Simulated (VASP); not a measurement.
# BaTe, self-consistent run: which settings are enough?

BaTe, Fm-3m (no. 225), 2 atoms in the cell. LDA; PAW potentials Ba_sv, Te (LDA set). VASP 6.6.1.

Wanted: energy within 0.2 meV/atom; levels at the zone centre within 0.003 eV.

What the run is for: comparing ways to start; Accuracy asked: tight.

Levels at the zone centre: counted from the valence top at that point.

POSCAR:
```
BaTe
1.0
    0.0000000000      3.4100000000      3.4100000000
    3.4100000000      0.0000000000      3.4100000000
    3.4100000000      3.4100000000      0.0000000000
Ba Te
1 1
Direct
    0.0000000000      0.0000000000      0.0000000000
    0.5000000000      0.5000000000      0.5000000000
```

## How the run starts (with a second run first, the time holds both)

| How the run starts (with a second run first, the time holds both) | Energy less reference (meV/atom) | Levels at the zone centre, largest deviation (eV) | Time (s) |
|---|---|---|---|
| from scratch: 12 SCF iterations | 0.00 | 0.0000 | 12 |
| density of a coarse mesh (ICHARG 1): 12 + 9 SCF iterations | 0.00 | 0.0002 | 16 |
| orbitals of a lower cutoff (ISTART 1): 12 + 4 SCF iterations | 0.00 | 0.0004 | 11 |
| orbitals of a loose run: 9 + 3 SCF iterations | 0.00 | 0.0004 | 11 |

Chosen: from scratch: 12 SCF iterations; no other choice that stays within half of the tolerance saves 30 % of the time.

The chosen settings are those of the reference run.

Values of the reference run: Levels at the zone centre: 0, 0, 2.749 eV from the valence top at Gamma.

## The input

INCAR:
```
GGA = CA
ISMEAR = 0
SIGMA = 0.03
LWAVE = False
LCHARG = False
ISIF = 2
PREC = Accurate
LASPH = True
LREAL = False
ALGO = Normal
EDIFF = 1E-6
NELM = 120
GGA_COMPAT = False
ENCUT = 400
EFERMI = MIDGAP
```

KPOINTS:
```
k-points
0
Gamma
  6 6 6
```

Commands:
```
cat potpaw_LDA.64/Ba_sv/POTCAR potpaw_LDA.64/Te/POTCAR > POTCAR
mpirun -np 1 vasp_std > vasp.out
```

The chosen input took VASP 6.6.1 12 s on 1 core (Intel Xeon Platinum 8259CL @ 2.50GHz (Skylake/Cascade Lake)), a shared host.

## An input that fails: restart asked without its files

VASP's message: ERROR: charge density could not be read from file CHGCAR for ICHARG>10.

Changes against the starting input:
```
- NELM = 120
+ NELM = 60
+ ICHARG = 11
```
